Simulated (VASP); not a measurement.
# Nb (I4/mmm) in VASP: a series of runs

The runs below take Nb through single point, with LDA.

All numbers are computed with VASP 6.6.1; they aren't measurements. Logs are shortened: lines on timing, memory, paths and dates and some standing lists are left out, and cuts for length are marked.

## (1) The crystal as given

The structure is tetragonal, space group I4/mmm (No. 139). The conventional cell has a = 3.615 Å, b = 3.615 Å, c = 2.820 Å, α = 90.00°, β = 90.00°, γ = 90.00°. Around Nb (site symmetry 4/mmm) lie 10 Nb at 2.82 to 2.92 Å.

This isn't the form of Nb at room conditions, which is bcc.

## (2) Single point, LDA

Input file INCAR:

```
SYSTEM = Nb
PREC = Accurate
ENCUT = 520
EDIFF = 1E-7
ISMEAR = 0
SIGMA = 0.15
LREAL = .False.
LASPH = .True.
NELM = 100
ALGO = Fast
ISIF = 2
LWAVE = .False.
LCHARG = .False.
NBANDS = 12
```

Input file KPOINTS:

```
Automatic mesh
0
Gamma
  22 22 22
  0 0 0
```

Input file POSCAR:

```
Nb
1.0
   -1.8076266594      1.8076266594      1.4099487944
    1.8076266594     -1.8076266594      1.4099487944
    1.8076266594      1.8076266594     -1.4099487944
Nb
1
Direct
    0.0000000000      0.0000000000      0.0000000000
```

Potentials or basis: VASP PAW LDA potentials, release 64 (Nb_sv).

On the command line:

```bash
$ cat potpaw_LDA.64/Nb_sv/POTCAR > POTCAR
$ mpirun -np 1 vasp_std > vasp.out
```

OUTCAR:

```text
SYSTEM = Nb
   PREC = Accurate
   ENCUT = 520
   EDIFF = 1E-7
   ISMEAR = 0
   LREAL = .False.
   LASPH = .True.
   NELM = 100
   ISIF = 2

 ion  position               nearest neighbor table
   1  0.000  0.000  0.000-

  LATTYP: Found a body centered tetragonal cell.
 ALAT       =     3.6152533188
 C/A-ratio  =     0.7800000000

  Lattice vectors:

 A1 = (  -1.8076266594,   1.8076266594,   1.4099487944)
 A2 = (   1.8076266594,  -1.8076266594,   1.4099487944)
 A3 = (   1.8076266594,   1.8076266594,  -1.4099487944)

Analysis of symmetry for initial positions (statically):
=====================================================================
 Subroutine PRICEL returns:
 Original cell was already a primitive cell.

 Routine SETGRP: Setting up the symmetry group for a
 body centered tetragonal supercell.

 Subroutine GETGRP returns: Found 16 space group operations
 (whereof 16 operations were pure point group operations)
 out of a pool of 16 trial point group operations.

The static configuration has the point symmetry D_4h.

Analysis of symmetry for dynamics (positions and initial velocities):
=====================================================================
 Subroutine PRICEL returns:
 Original cell was already a primitive cell.

 Routine SETGRP: Setting up the symmetry group for a
 body centered tetragonal supercell.

 Subroutine GETGRP returns: Found 16 space group operations
 (whereof 16 operations were pure point group operations)
 out of a pool of 16 trial point group operations.

The dynamic configuration has the point symmetry D_4h.

 Subroutine INISYM returns: Found 16 space group operations
 (whereof 16 operations are pure point group operations),
 and found     1 'primitive' translations

----------------------------------------------------------------------------------------

                                     Primitive cell

  volume of cell :      18.4281

  direct lattice vectors                    reciprocal lattice vectors
    -1.807626659  1.807626659  1.409948794     0.000000000  0.276605790  0.354622808
     1.807626659 -1.807626659  1.409948794     0.276605790  0.000000000  0.354622808
     1.807626659  1.807626659 -1.409948794     0.276605790  0.276605790  0.000000000

  length of vectors
     2.919414990  2.919414990  2.919414990     0.449742258  0.449742258  0.391179660

  position of ions in fractional coordinates (direct lattice)
     0.000000000  0.000000000  0.000000000

  ion indices of the primitive-cell ions
   primitive index   ion index
                 1           1

----------------------------------------------------------------------------------------

 KPOINTS: Automatic mesh

Automatic generation of k-mesh.
 Grid dimensions read from file:
 generate k-points for:   22   22   22

 Generating k-lattice:

  Cartesian coordinates                     Fractional coordinates (reciprocal lattice)
     0.000000000  0.012572990  0.016119219     0.045454545 -0.000000000  0.000000000
     0.012572990  0.000000000  0.016119219    -0.000000000  0.045454545  0.000000000
     0.012572990  0.012572990  0.000000000     0.000000000  0.000000000  0.045454545

  Length of vectors
     0.020442830  0.020442830  0.017780894

  Shift w.r.t. Gamma in fractional coordinates (k-lattice)
     0.000000000  0.000000000  0.000000000

 Subroutine IBZKPT returns following result:
 ===========================================

 Found    834 irreducible k-points:

 Following reciprocal coordinates:
            Coordinates               Weight
  0.000000  0.000000  0.000000      1.000000
  0.045455  0.000000 -0.000000      8.000000
  0.090909  0.000000 -0.000000      8.000000
  0.136364  0.000000  0.000000      8.000000
  0.181818  0.000000 -0.000000      8.000000
  0.227273  0.000000  0.000000      8.000000
[... 16 lines left out ...]
  0.500000  0.045455  0.000000     16.000000
 -0.454545  0.045455 -0.000000     16.000000
 [... further k-points ...]
   k-points           NKPTS =    834   k-points in BZ     NKDIM =    834   number of bands    NBANDS=     12
   number of dos      NEDOS =    301   number of ions     NIONS =      1
   total plane-waves  NPLWV =  13824
   dimension x,y,z NGX =    24 NGY =   24 NGZ =   24
   dimension x,y,z NGXF=    48 NGYF=   48 NGZF=   48
   ions per type =               1
   NGX,Y,Z   is equivalent  to a cutoff of  13.67, 13.67, 13.67 a.u.
   NGXF,Y,Z  is equivalent  to a cutoff of  27.33, 27.33, 27.33 a.u.
 SYSTEM =  Nb
   PREC   = accura    normal or accurate (medium, high low for compatibility)
   ISTART =      0    job   : 0-new  1-cont  2-samecut
   ICHARG =      2    charge: 1-file 2-atom 10-const
   ISPIN  =      1    spin polarized calculation?
   LNONCOLLINEAR =      F non collinear calculations
   LSORBIT =      F    spin-orbit coupling
   LASPH  =      T    aspherical Exc in radial PAW
   ENCUT  =  520.0 eV  38.22 Ry    6.18 a.u.   5.43  5.43  5.43*2*pi/ulx,y,z
   NELM   =    100;   NELMIN=  2; NELMDL= -5     # of ELM steps
   EDIFF  = 0.1E-06   stopping-criterion for ELM
   LREAL  =      F    real-space projection
   EDIFFG = 0.1E-05   stopping-criterion for IOM
   NSW    =      0    number of steps for IOM
   IBRION =     -1    ionic relax: 0-MD 1-quasi-New 2-CG
   NFREE  =      0    steps in history (QN), initial steepest desc. (CG)
   ISIF   =      2    stress and relaxation
   ISYM   =      2    0-nonsym 1-usesym 2-fastsym
   POTIM  = 0.5000    time-step for ionic-motion
   TEBEG  =    0.0;   TEEND  =   0.0 temperature during run
   PSTRESS=    0.0 pullay stress
   NELECT =      13.0000    total number of electrons
   NUPDOWN=      -1.0000    fix difference up-down
   EMIN   =  10.00;   EMAX   =-10.00  energy-range for DOS
   EFERMI =   0.00;   METHOD = LEGACY
   ISMEAR =     0;   SIGMA  =   0.15  broadening in eV -4-tet -1-fermi 0-gaus
   EFERMI_NEDOS =   21; number of points for ismear=-14 and -15
   IALGO  =     68    algorithm
   IMIX   =      4    mixing-type and parameters
     AMIX     =   0.40;   BMIX     =  1.00
     AMIX_MAG =   1.60;   BMIX_MAG =  1.00
  volume/ion in A,a.u.               =      18.43       124.36
  Fermi-wavevector in a.u.,A,eV,Ry     =   1.457345  2.753983 28.896790  2.123854
  Thomas-Fermi vector in A             =   2.574157
   LORBIT       =      0    0 simple, 1 ext, 2 COOP (PROOUT), +10 PAW based schemes
   GGA     = CA    functional components
   LHFCALC =     F    Hartree Fock is set to
   AEXX    =    0.0000 exact exchange contribution
   IVDW    =     0    specifies the selected vdW correction
   LEPSILON=     F    determine dielectric tensor
   LRPA    =     F    only Hartree local field effects (RPA)
 non-spin polarized calculation
 RMM-DIIS sequential band-by-band and
 Gauss-broadening in eV      SIGMA  =   0.15
  energy-cutoff  :      520.00
  volume of cell :       18.43
 maximum number of plane-waves:       511
 NGX is ok and might be reduce to    24
   NGX = 11   NGY = 11   NGZ = 11

 number of electron      13.0000001 magnetization

 Free energy of the ion-electron system (eV)
  ---------------------------------------------------
  ext. energy  EPLUGINS =         0.00000000
  ---------------------------------------------------
  free energy    TOTEN  =       -11.01055069 eV

  energy without entropy =      -10.99444151  energy(sigma->0) =      -11.00249610

 E-fermi :  10.9714     XC(G=0): -12.5794

 val. band max:       10.9709400273   @ k =   0.5000   0.1818   0.0455
 cond. band min:      10.9722871726   @ k =  -0.3182   0.4091   0.1364
 fundamental gap:      0.0013471452
 Fermi energy:        10.9714490301

 k-point     1 :       0.0000    0.0000    0.0000
  band No.  band energies     occupation
      1     -43.4472      2.00000
      2     -19.0054      2.00000
      3     -19.0054      2.00000
      4     -18.7221      2.00000
      5       4.8231      2.00000
      6       9.4488      2.00000
      7      11.4262      0.00002
      8      12.5719      0.00000
      9      12.5719      0.00000
     10      15.1044      0.00000
     11      23.9079      0.00000
     12      23.9079      0.00000

 k-point     2 :       0.0455    0.0000   -0.0000
  band No.  band energies     occupation
      1     -43.4413      2.00000
      2     -19.0159      2.00000
      3     -19.0130      2.00000
      4     -18.7494      2.00000
      5       4.9181      2.00000
      6       9.4869      2.00000
      7      11.4722      0.00000
      8      12.5035      0.00000
      9      12.5128      0.00000
     10      15.0303      0.00000
     11      24.1067      0.00000
     12      24.1103      0.00000

 k-point     3 :       0.0909    0.0000   -0.0000
  band No.  band energies     occupation
      1     -43.4240      2.00000
      2     -19.0530      2.00000
      3     -19.0351      2.00000
      4     -18.8215      2.00000
      5       5.1946      2.00000
      6       9.5820      2.00000
      7      11.5632      0.00000
      8      12.3615      0.00000
      9      12.3756      0.00000
     10      14.8400      0.00000
     11      24.6586      0.00000
     12      24.6786      0.00000
[... 286 lines left out ...]
 k-point    23 :       0.5000    0.0455    0.0000
  band No.  band energies     occupation
      1     -43.1495      2.00000
      2     -20.2731      2.00000
      3     -19.3719      2.00000
      4     -19.1572      2.00000
      5       7.0615      2.00000
      6       8.3821      2.00000
      7      13.2966      0.00000
      8      13.7148      0.00000
      9      16.2985      0.00000
     10      16.5566      0.00000
     11      22.2396      0.00000
     12      23.8649      0.00000

 k-point    24 :      -0.4545    0.0455   -0.0000
  band No.  band energies     occupation
      1     -43.1641      2.00000
      2     -20.2059      2.00000
      3     -19.3605      2.00000
      4     -19.1452      2.00000
      5       7.1327      2.00000
      6       8.4811      2.00000
      7      13.0926      0.00000
      8      13.5205      0.00000
      9      15.8162      0.00000
     10      16.1858      0.00000
     11      22.1608      0.00000
     12      25.2800      0.00000

 [... further k-points ...]

------------------------ aborting loop because EDIFF is reached ----------------------------------------

  FORCE on cell =-STRESS in cart. coord.  units (eV):
  Direction    XX          YY          ZZ          XY          YZ          ZX
  --------------------------------------------------------------------------------------
  -------------------------------------------------------------------------------------
  Total       -1.5539353     -1.5539353      0.3020567      0.0000000      0.0000000      0.0000000
  in kB     -135.1022907   -135.1022907     26.2614199      0.0000000      0.0000000      0.0000000
  external PRESSURE =     -81.3143871 kB  Pullay stress =       0.0000000 kB

 VOLUME and BASIS-vectors are now :
 -----------------------------------------------------------------------------
  energy-cutoff  :      520.00
  volume of cell :       18.43
      direct lattice vectors                 reciprocal lattice vectors
    -1.807626659  1.807626659  1.409948794     0.000000000  0.276605790  0.354622808
     1.807626659 -1.807626659  1.409948794     0.276605790  0.000000000  0.354622808
     1.807626659  1.807626659 -1.409948794     0.276605790  0.276605790  0.000000000

 POSITION                                       TOTAL-FORCE (eV/Angst)
 -----------------------------------------------------------------------------------
      0.00000      0.00000      0.00000         0.000000     -0.000000     -0.000000
 -----------------------------------------------------------------------------------
    total drift:                                0.000000      0.000000     -0.000000

  FREE ENERGIE OF THE ION-ELECTRON SYSTEM (eV)
  ---------------------------------------------------
  free  energy   TOTEN  =       -11.0105506930 eV

  energy  without entropy=      -10.9944415082  energy(sigma->0) =      -11.00249610
```

Wall time 3.2 min (1 thread of Intel Xeon Platinum 8488C (Sapphire Rapids), shared host); peak memory 0.28 GiB.

Results:

| Item | Value |
| --- | --- |
| Free energy | -11.0106 eV |
| Pressure | -8.1 GPa |
| Band gap on the k mesh | none (metal or under the smearing width) |

Stress tensor (GPa, compression positive):
```
-13.51   0.00   0.00
  0.00 -13.51   0.00
  0.00   0.00   2.63
```

Levels at points of the mesh, in eV from the Fermi level:
| k point | band 2 | band 3 | band 4 | band 5 | band 6 | band 7 | band 8 | band 9 | band 10 | band 11 |
| --- | --- | --- | --- | --- | --- | --- | --- | --- | --- | --- |
| (0.00, 0.00, 0.00) | -29.98 | -29.98 | -29.69 | -6.15 | -1.52 | 0.45 | 1.60 | 1.60 | 4.13 | 12.94 |
| (0.50, 0.00, 0.00) | -31.27 | -30.34 | -30.12 | -3.97 | -2.64 | 2.47 | 2.85 | 5.37 | 5.58 | 11.34 |
| (0.50, 0.50, 0.00) | -31.20 | -29.92 | -29.89 | -3.80 | 0.38 | 0.54 | 0.87 | 2.42 | 5.65 | 10.13 |
| (0.50, 0.50, 0.50) | -30.94 | -30.94 | -30.16 | -4.15 | -3.63 | 5.15 | 5.15 | 5.70 | 6.71 | 6.71 |

## (3) Single point, LDA

Input file INCAR:

```
PREC = Accurate ; ENCUT = 520
EDIFF = 1E-6 ; ISMEAR = 0
SIGMA = 0.15 ; LREAL = False
LASPH = True ; NELM = 100
ALGO = Fast ; ISIF = 2
LWAVE = False ; LCHARG = False
NBANDS = 12
```

Input file KPOINTS:

```
regular mesh
0
Gamma
  22 22 22
```

Input file POSCAR:

```
Nb
1.0
   -1.5246113712      1.5246113712      1.9819947826
    1.5246113712     -1.5246113712      1.9819947826
    1.5246113712      1.5246113712     -1.9819947826
Nb
1
Direct
    0.0000000000      0.0000000000      0.0000000000
```

Potentials or basis: VASP PAW LDA potentials, release 64 (Nb_sv).

On the command line:

```bash
$ cat potpaw_LDA.64/Nb_sv/POTCAR > POTCAR
$ mpirun -np 1 vasp_std > vasp.out
```

OUTCAR:

```text
PREC = Accurate
   ENCUT = 520
   EDIFF = 1E-6
   ISMEAR = 0
   LREAL = False
   LASPH = True
   NELM = 100
   ISIF = 2

 ion  position               nearest neighbor table
   1  0.000  0.000  0.000-

  LATTYP: Found a body centered tetragonal cell.
 ALAT       =     3.0492227424
 C/A-ratio  =     1.3000000000

  Lattice vectors:

 A1 = (  -1.5246113712,   1.5246113712,   1.9819947826)
 A2 = (   1.5246113712,  -1.5246113712,   1.9819947826)
 A3 = (   1.5246113712,   1.5246113712,  -1.9819947826)

[... 541 lines left out ...]

 [... further k-points ...]

------------------------ aborting loop because EDIFF is reached ----------------------------------------

  FORCE on cell =-STRESS in cart. coord.  units (eV):
  Direction    XX          YY          ZZ          XY          YZ          ZX
  --------------------------------------------------------------------------------------
  -------------------------------------------------------------------------------------
  Total       -0.2356502     -0.2356502     -2.3125955      0.0000000      0.0000000      0.0000000
  in kB      -20.4879075    -20.4879075   -201.0617476      0.0000000      0.0000000      0.0000000
  external PRESSURE =     -80.6791875 kB  Pullay stress =       0.0000000 kB

 VOLUME and BASIS-vectors are now :
 -----------------------------------------------------------------------------
  energy-cutoff  :      520.00
  volume of cell :       18.43
      direct lattice vectors                 reciprocal lattice vectors
    -1.524611371  1.524611371  1.981994783     0.000000000  0.327952427  0.252271098
     1.524611371 -1.524611371  1.981994783     0.327952427  0.000000000  0.252271098
     1.524611371  1.524611371 -1.981994783     0.327952427  0.327952427  0.000000000

 POSITION                                       TOTAL-FORCE (eV/Angst)
 -----------------------------------------------------------------------------------
      0.00000      0.00000      0.00000        -0.000000     -0.000000      0.000000
 -----------------------------------------------------------------------------------
    total drift:                               -0.000000      0.000000      0.000000

  FREE ENERGIE OF THE ION-ELECTRON SYSTEM (eV)
  ---------------------------------------------------
  free  energy   TOTEN  =       -10.9530153550 eV

  energy  without entropy=      -10.9366036723  energy(sigma->0) =      -10.94480951
```

OSZICAR:

```text
N       E                     dE             d eps       ncg     rms          rms(c)
DAV:   1     0.120767261510E+03    0.12077E+03   -0.71616E+03 20168   0.108E+03
DAV:   2    -0.594608934064E+01   -0.12671E+03   -0.12198E+03 21832   0.406E+02
DAV:   3    -0.111363001103E+02   -0.51902E+01   -0.49359E+01 30244   0.732E+01
[... 15 lines left out ...]
RMM:  19    -0.109530082110E+02   -0.38366E-05   -0.45904E-05 22710   0.283E-02    0.368E-02
RMM:  20    -0.109530119165E+02   -0.37055E-05   -0.34806E-05 21281   0.218E-02    0.399E-02
RMM:  21    -0.109530138424E+02   -0.19259E-05   -0.19444E-05 19816   0.154E-02    0.416E-02
RMM:  22    -0.109530151327E+02   -0.12903E-05   -0.14955E-05 19300   0.131E-02    0.425E-02
RMM:  23    -0.109530153550E+02   -0.22228E-06   -0.79605E-06 18338   0.101E-02
   1 F= -.10953015E+02 E0= -.10944810E+02  d E =-.164117E-01
```

Wall time 2.8 min (1 thread of Intel Xeon Platinum 8488C (Sapphire Rapids), shared host); peak memory 0.28 GiB.

What came out:

```yaml
Free_energy: -10.9530 eV
Pressure: -8.1 GPa
Band_gap_on_the_k_mesh: none (metal or under the smearing width)
```
